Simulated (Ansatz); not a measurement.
The system is Pb.

```xyz
2
Lattice="0.0000 3.4390 3.4390 3.4390 0.0000 3.4390 3.4390 3.4390 0.0000" Properties=species:S:1:pos:R:3 pbc="T T T"
Pb    1.7195    1.7195    1.7195
Pb    0.0000    0.0000    0.0000
```

This isn't the form of Pb at room conditions, which is fcc.

Base run:

* Program: Ansatz 0.2.0
* Functional: BLYP
* Potentials or basis: all-electron LAPW, scalar-relativistic
* Cutoff: 231 eV
* Density cutoff: 925 eV
* Basis error allowed: 0.001 eV/atom
* k mesh: 7 × 7 × 7
* Occupations: fermi-dirac, width 0.05 eV
* Spin: no spin polarisation

Its results: pressure 4.6 GPa.

Problem. The run is repeated on the same cell with these changes: functional from BLYP to LDA. What comes out?

Solution. Pressure -0.7 GPa.

LDA binds more tightly than BLYP, so the same cell stands under less pressure.

Not every run made on this cell is shown here.
